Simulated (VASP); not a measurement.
# SrCl2 (Fm-3m) in VASP: settings compared

The runs below take SrCl2 through relaxation of cell and atoms, with PBE, PBE+D3(BJ).

Everything below comes from runs of VASP 6.6.1. Logs are shortened: lines on timing, memory, paths and dates and some standing lists are left out, and cuts for length are marked.

## (1) The structure

It takes space group Fm-3m (No. 225, cubic). The conventional cell has a = 6.977 Å, b = 6.977 Å, c = 6.977 Å, α = 90.00°, β = 90.00°, γ = 90.00°. Sr (site symmetry m-3m) is surrounded by 8 Cl at 3.02 Å. Cl (site symmetry -43m) has 4 Sr at 3.02 Å as nearest neighbours.

## (2) Relaxation of cell and atoms, PBE

Contents of INCAR:

```
SYSTEM = SrCl2
ALGO = Normal
EDIFF = 1E-6
EDIFFG = -0.01
ENCUT = 300
GGA = PE
IBRION = 2
ISIF = 3
ISMEAR = 0
LASPH = .True.
LCHARG = .False.
LREAL = .False.
LWAVE = .False.
NELM = 80
NSW = 90
PREC = Accurate
SIGMA = 0.03
```

Contents of KPOINTS:

```
k-points
0
Gamma
  4 4 4
  0 0 0
```

Contents of POSCAR:

```
SrCl2
1.0
    0.0000000000      3.4883500000      3.4883500000
    3.4883500000      0.0000000000      3.4883500000
    3.4883500000      3.4883500000      0.0000000000
Sr Cl
1 2
Direct
    0.0000000000      0.0000000000      0.0000000000
    0.2500000000      0.2500000000      0.2500000000
    0.7500000000      0.7500000000      0.7500000000
```

Potentials or basis: VASP PAW PBE potentials, release 64 (Sr_sv, Cl).

The run is started by

```console
cat potpaw_PBE.64/Sr_sv/POTCAR potpaw_PBE.64/Cl/POTCAR > POTCAR
mpirun -np 1 vasp_std > vasp.out
```

OUTCAR:

```text
SYSTEM = SrCl2
   EDIFF = 1E-6
   EDIFFG = -0.01
   ENCUT = 300
   GGA = PE
   IBRION = 2
   ISIF = 3
   ISMEAR = 0
   LASPH = .True.
   LREAL = .False.
   NELM = 80
   NSW = 90
   PREC = Accurate

 ion  position               nearest neighbor table
   1  0.000  0.000  0.000-   3 3.02   3 3.02   3 3.02   2 3.02   3 3.02   2 3.02   2 3.02   2 3.02

   2  0.250  0.250  0.250-   1 3.02   1 3.02   1 3.02   1 3.02
   3  0.750  0.750  0.750-   1 3.02   1 3.02   1 3.02   1 3.02

  LATTYP: Found a face centered cubic cell.
 ALAT       =     6.9767000000

  Lattice vectors:

 A1 = (   0.0000000000,   3.4883500000,   3.4883500000)
 A2 = (   3.4883500000,   0.0000000000,   3.4883500000)
 A3 = (   3.4883500000,   3.4883500000,   0.0000000000)

Analysis of symmetry for initial positions (statically):
=====================================================================
 Subroutine PRICEL returns:
 Original cell was already a primitive cell.

 Routine SETGRP: Setting up the symmetry group for a
 face centered cubic supercell.

 Subroutine GETGRP returns: Found 48 space group operations
 (whereof 48 operations were pure point group operations)
 out of a pool of 48 trial point group operations.

The static configuration has the point symmetry O_h .

Analysis of symmetry for dynamics (positions and initial velocities):
=====================================================================
 Subroutine PRICEL returns:
 Original cell was already a primitive cell.

 Routine SETGRP: Setting up the symmetry group for a
 face centered cubic supercell.

 Subroutine GETGRP returns: Found 48 space group operations
 (whereof 48 operations were pure point group operations)
 out of a pool of 48 trial point group operations.

The dynamic configuration has the point symmetry O_h .

 Subroutine INISYM returns: Found 48 space group operations
 (whereof 48 operations are pure point group operations),
 and found     1 'primitive' translations

----------------------------------------------------------------------------------------

                                     Primitive cell

  volume of cell :      84.8966

  direct lattice vectors                    reciprocal lattice vectors
     0.000000000  3.488350000  3.488350000    -0.143334241  0.143334241  0.143334241
     3.488350000  0.000000000  3.488350000     0.143334241 -0.143334241  0.143334241
     3.488350000  3.488350000  0.000000000     0.143334241  0.143334241 -0.143334241

  length of vectors
     4.933271880  4.933271880  4.933271880     0.248262188  0.248262188  0.248262188

  position of ions in fractional coordinates (direct lattice)
     0.000000000  0.000000000  0.000000000
     0.250000000  0.250000000  0.250000000
     0.750000000  0.750000000  0.750000000

  ion indices of the primitive-cell ions
   primitive index   ion index
                 1           1
                 2           2
                 3           3

----------------------------------------------------------------------------------------

 KPOINTS: k-points

Automatic generation of k-mesh.
 Grid dimensions read from file:
 generate k-points for:    4    4    4

 Generating k-lattice:

  Cartesian coordinates                     Fractional coordinates (reciprocal lattice)
    -0.035833560  0.035833560  0.035833560     0.250000000  0.000000000  0.000000000
     0.035833560 -0.035833560  0.035833560     0.000000000  0.250000000  0.000000000
     0.035833560  0.035833560 -0.035833560     0.000000000  0.000000000  0.250000000

  Length of vectors
     0.062065547  0.062065547  0.062065547

  Shift w.r.t. Gamma in fractional coordinates (k-lattice)
     0.000000000  0.000000000  0.000000000

[... 39 lines left out ...]
   ISIF   =      3    stress and relaxation
   ISYM   =      2    0-nonsym 1-usesym 2-fastsym
   POTIM  = 0.5000    time-step for ionic-motion
   TEBEG  =    0.0;   TEEND  =   0.0 temperature during run
   PSTRESS=    0.0 pullay stress
   NELECT =      24.0000    total number of electrons
   NUPDOWN=      -1.0000    fix difference up-down
   EMIN   =  10.00;   EMAX   =-10.00  energy-range for DOS
   EFERMI =   0.00;   METHOD = LEGACY
   ISMEAR =     0;   SIGMA  =   0.03  broadening in eV -4-tet -1-fermi 0-gaus
   EFERMI_NEDOS =   21; number of points for ismear=-14 and -15
   IALGO  =     38    algorithm
   IMIX   =      4    mixing-type and parameters
     AMIX     =   0.40;   BMIX     =  1.00
     AMIX_MAG =   1.60;   BMIX_MAG =  1.00
  volume/ion in A,a.u.               =      28.30       190.97
  Fermi-wavevector in a.u.,A,eV,Ry     =   1.074439  2.030396 15.706833  1.154420
  Thomas-Fermi vector in A             =   2.210267
   LORBIT       =      0    0 simple, 1 ext, 2 COOP (PROOUT), +10 PAW based schemes
   GGA     = PE    functional components
   LHFCALC =     F    Hartree Fock is set to
   AEXX    =    0.0000 exact exchange contribution
   IVDW    =     0    specifies the selected vdW correction
   LEPSILON=     F    determine dielectric tensor
   LRPA    =     F    only Hartree local field effects (RPA)
 conjugate gradient relaxation of ions
 non-spin polarized calculation
 Gauss-broadening in eV      SIGMA  =   0.03
  energy-cutoff  :      300.00
  volume of cell :       84.90
 maximum number of plane-waves:      1008
   NGX = 13   NGY = 13   NGZ = 13

--------------------------------------- Ionic step        1  -------------------------------------------

 number of electron      23.9999987 magnetization

 Free energy of the ion-electron system (eV)
  ---------------------------------------------------
  ext. energy  EPLUGINS =         0.00000000
  ---------------------------------------------------
  free energy    TOTEN  =       -12.77897726 eV

  energy without entropy =      -12.77897726  energy(sigma->0) =      -12.77897726

------------------------ aborting loop because EDIFF is reached ----------------------------------------

  FORCE on cell =-STRESS in cart. coord.  units (eV):
  Direction    XX          YY          ZZ          XY          YZ          ZX
  --------------------------------------------------------------------------------------
  -------------------------------------------------------------------------------------
  Total        0.4292550      0.4292550      0.4292550     -0.0000000      0.0000000     -0.0000000
  in kB        8.1009468      8.1009468      8.1009468     -0.0000000      0.0000000     -0.0000000
  external PRESSURE =       8.1009468 kB  Pullay stress =       0.0000000 kB

 VOLUME and BASIS-vectors are now :
 -----------------------------------------------------------------------------
  energy-cutoff  :      300.00
  volume of cell :       84.90
      direct lattice vectors                 reciprocal lattice vectors
     0.000000000  3.488350000  3.488350000    -0.143334241  0.143334241  0.143334241
     3.488350000  0.000000000  3.488350000     0.143334241 -0.143334241  0.143334241
     3.488350000  3.488350000  0.000000000     0.143334241  0.143334241 -0.143334241

 POSITION                                       TOTAL-FORCE (eV/Angst)
 -----------------------------------------------------------------------------------
      0.00000      0.00000      0.00000         0.000000      0.000000      0.000000
      1.74418      1.74418      1.74418        -0.000000      0.000000     -0.000000
      5.23252      5.23252      5.23252         0.000000     -0.000000      0.000000
 -----------------------------------------------------------------------------------
    total drift:                               -0.000000     -0.000000      0.000000

  FREE ENERGIE OF THE ION-ELECTRON SYSTEM (eV)
  ---------------------------------------------------
  free  energy   TOTEN  =       -12.7789772642 eV

  energy  without entropy=      -12.7789772642  energy(sigma->0) =      -12.77897726

--------------------------------------- Ionic step        2  -------------------------------------------

 number of electron      24.0000002 magnetization

 Free energy of the ion-electron system (eV)
  ---------------------------------------------------
  ext. energy  EPLUGINS =         0.00000000
  ---------------------------------------------------
  free energy    TOTEN  =       -12.78335369 eV

  energy without entropy =      -12.78335369  energy(sigma->0) =      -12.78335369

 E-fermi :   0.2230     XC(G=0):  -8.1950

 val. band max:        0.0214797145   @ k =   0.5000   0.5000   0.0000
 cond. band min:       5.2744995527   @ k =   0.0000   0.0000   0.0000
 fundamental gap:      5.2530198383
 Fermi energy:         0.2229999264

 k-point     1 :       0.0000    0.0000    0.0000
  band No.  band energies     occupation
      1     -32.9364      2.00000
      2     -14.9170      2.00000
      3     -14.9170      2.00000
      4     -14.9170      2.00000
      5     -13.2257      2.00000
      6     -12.4175      2.00000
[... 129 lines left out ...]
      3     -15.0903      2.00000
      4     -14.9469      2.00000
      5     -12.6119      2.00000
      6     -12.6119      2.00000
[... 8 lines left out ...]
     15       7.1880      0.00000
     16       7.1880      0.00000

------------------------ aborting loop because EDIFF is reached ----------------------------------------

  FORCE on cell =-STRESS in cart. coord.  units (eV):
  Direction    XX          YY          ZZ          XY          YZ          ZX
  --------------------------------------------------------------------------------------
  -------------------------------------------------------------------------------------
  Total       -0.0047584     -0.0047584     -0.0047584     -0.0000000      0.0000000      0.0000000
  in kB       -0.0879667     -0.0879667     -0.0879667     -0.0000000      0.0000000      0.0000000
  external PRESSURE =      -0.0879667 kB  Pullay stress =       0.0000000 kB

 VOLUME and BASIS-vectors are now :
 -----------------------------------------------------------------------------
  energy-cutoff  :      300.00
  volume of cell :       86.67
      direct lattice vectors                 reciprocal lattice vectors
    -0.000000000  3.512429382  3.512429382    -0.142351616  0.142351616  0.142351616
     3.512429382 -0.000000000  3.512429382     0.142351616 -0.142351616  0.142351616
     3.512429382  3.512429382  0.000000000     0.142351616  0.142351616 -0.142351616

 POSITION                                       TOTAL-FORCE (eV/Angst)
 -----------------------------------------------------------------------------------
      3.51243     -0.00000      3.51243         0.000000      0.000000      0.000000
      1.75621      1.75621      1.75621        -0.000000     -0.000000     -0.000000
      5.26864      5.26864      5.26864         0.000000      0.000000      0.000000
 -----------------------------------------------------------------------------------
    total drift:                               -0.000000     -0.000000      0.000000

  FREE ENERGIE OF THE ION-ELECTRON SYSTEM (eV)
  ---------------------------------------------------
  free  energy   TOTEN  =       -12.7833536854 eV

  energy  without entropy=      -12.7833536854  energy(sigma->0) =      -12.78335369

 reached required accuracy - stopping structural energy minimisation
```

It took 11 s on 1 thread of Intel Xeon Platinum 8259CL at 2.50GHz (Skylake/Cascade Lake), shared host; peak memory 0.15 GiB.

What came out:

```
Free energy                            : -12.7834 eV
Relaxed volume                         : 28.89 Å³/atom
Relaxed cell                           : a = 4.967 Å, b = 4.967 Å, c = 4.967 Å, α = 60.00°, β = 60.00°, γ = 60.00°
Space group after relaxing (to 0.05 Å) : Fm-3m (No. 225)
Energy gained by relaxing              : 1.5 meV/atom
Ionic steps                            : 2
Pressure after relaxing                : 0.0 GPa
Band gap on the k mesh                 : 5.25 eV, indirect (least direct gap 5.51 eV)
```

Step by step:
```
step  energy change (eV)  largest force (eV/Å)  pressure (GPa)  volume (Å³)
   1              0.0000                0.0000            0.81        84.90
   2             -0.0044                0.0000           -0.01        86.67
```

Final structure:
```yaml
crystal:
  lattice:
    - [0.00000, 3.51243, 3.51243]
    - [3.51243, 0.00000, 3.51243]
    - [3.51243, 3.51243, 0.00000]
  atoms:
    - { symbol: Sr, position: [0.00000, 0.00000, 0.00000] }
    - { symbol: Cl, position: [0.25000, 0.25000, 0.25000] }
    - { symbol: Cl, position: [0.75000, 0.75000, 0.75000] }
```

Levels at points of the mesh, in eV from the valence-band top:
```csv
k point,band 9,band 10,band 11,band 12,band 13,band 14,band 15,band 16
"(0.00, 0.00, 0.00)",-2.06,-0.33,-0.33,-0.33,5.25,6.10,6.10,9.01
"(0.50, 0.00, 0.00)",-1.46,-1.28,-1.02,-1.02,6.69,6.69,7.43,7.84
"(0.50, 0.50, 0.00)",-1.83,-0.39,-0.39,0.00,5.51,6.98,7.55,7.95
```

Caveat: the cutoff is under 1.25 times the usual one of these potentials, so pressure, stress and relaxed cells hold a basis-set (Pulay) error.

(Part 1 of 3 ends here.)
